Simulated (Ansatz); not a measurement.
Crystal: Re.

```xyz
4
Lattice="2.7664 0.0000 0.0000 -1.3832 2.3958 0.0000 0.0000 0.0000 8.9388" Properties=species:S:1:pos:R:3 pbc="T T T"
Re    1.3832    0.7986    6.7041
Re    0.0000    0.0000    4.4694
Re    0.0000    1.5972    2.2347
Re    0.0000    0.0000    0.0000
```

```yaml
Program: Ansatz 0.2.0
Task: relaxation of cell and atoms
Functional: revPBE
Dispersion: D4
Potentials_or_basis: Ansatz PAW
Cutoff: "420 eV (not typed: the program's choice for these potentials)"
k_mesh: 11 × 11 × 3
Occupations: fermi-dirac, width 0.05 eV
Spin: no spin polarisation
```

At the start: volume 14.81 Å³/atom.

Where does the relaxation end?

It ends after 4 steps and the volume is 14.63 Å³/atom (-1.2 %); space group P6_3/mmc (No. 194, to 0.05 Å).

The path:
```csv
step,energy change (eV),largest force (eV/Å),volume (Å³)
1,0.0000,0.0000,59.24
2,-0.0108,0.0000,58.58
3,-0.0108,0.0000,58.54
4,-0.0101,0.0000,58.54
```

Final structure:
```cif
data_structure
_symmetry_space_group_name_H-M 'P 1'
_symmetry_Int_Tables_number 1
_cell_length_a 2.7544
_cell_length_b 2.7544
_cell_length_c 8.9096
_cell_angle_alpha 90.000
_cell_angle_beta 90.000
_cell_angle_gamma 120.000
_cell_volume 58.54
loop_
_atom_site_label
_atom_site_type_symbol
_atom_site_fract_x
_atom_site_fract_y
_atom_site_fract_z
_atom_site_occupancy
Re1 Re 0.66667 0.33333 0.75000 1
Re2 Re 0.00000 0.00000 0.50000 1
Re3 Re 0.33333 0.66667 0.25000 1
Re4 Re 0.00000 0.00000 0.00000 1
```

Caveat: the plane-wave basis is chosen anew once the cell has moved, so the energies of steps on either side of that aren't comparable; the PAW data sets come from PBE, with cores solved anew for the run's functional, which leaves a small shift of forces and pressure.
